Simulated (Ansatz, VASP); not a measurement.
# Two plane-wave programs on Si

```
Si
1.0
     0.00000    2.81894    2.81894
     2.81894    0.00000    2.81894
     2.81894    2.81894    0.00000
Si
2
Direct
  0.50000 0.50000 0.50000
  0.75000 0.75000 0.75000
```

Alike in both runs: task single point; functional revPBE; k mesh 9 × 9 × 9; occupations fermi-dirac, width 0.05 eV; no spin polarisation.

```csv
,VASP,Ansatz
version,VASP 6.6.1,Ansatz 0.2.0
potentials or method,"VASP PAW PBE potentials, release 64 (Si)","plane waves (420 eV) with PAW, scalar-relativistic"
plane-wave cutoff (eV),520,420
valence electrons in the cell,8,8
```

```csv
,VASP,Ansatz,Ansatz less VASP
pressure (GPa),-5.8,-5.6,+0.15
```

With one functional, cell and mesh, what is left measures potentials, basis and numerics.

Caveats: the PAW data sets were made with another functional, which shifts forces and pressure a little (VASP). A k mesh can miss the band edges.
